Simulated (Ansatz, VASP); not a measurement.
TiO2 (Anatase): VASP beside Ansatz

```
CELL_PARAMETERS angstrom
-1.88469 1.88469 4.77735
1.88469 -1.88469 4.77735
1.88469 1.88469 -4.77735
ATOMIC_POSITIONS crystal
Ti 0.00000 0.00000 0.00000
Ti 0.75000 0.25000 0.50000
O 0.20749 0.20749 0.00000
O 0.95749 0.45749 0.50000
O 0.54251 0.04251 0.50000
O 0.79251 0.79251 0.00000
```

Alike in both runs: functional PBEsol; k mesh 10 × 10 × 10; occupations gaussian, width 0.02 eV; no spin polarisation.

Ansatz relaxed the structure, and its values are those at the end. VASP's run is a single point on that final structure, the one shown.

```csv
,VASP,Ansatz
version,VASP 6.6.1,Ansatz 0.2.0
potentials or method,"VASP PAW PBE potentials, release 64 (Ti_sv, O)","scalar-relativistic, plane waves, PAW"
plane-wave cutoff (eV),520,420
valence electrons in the cell,48,48
```

Ansatz gave:

* gap on the k mesh at the Fermi level (eV): 2.12
* least direct gap on the mesh (eV): 2.44
* pressure (GPa): 0.0
* rms of the force components (eV/Å): 0.000

Which values does VASP return?

gap on the k mesh at the Fermi level (eV): 2.10; least direct gap on the mesh (eV): 2.42; pressure (GPa): 0.7; rms of the force components (eV/Å): 0.010.

Caveats: the PAW data sets were made with another functional, which shifts forces and pressure a little (VASP). A k mesh can miss the band edges.
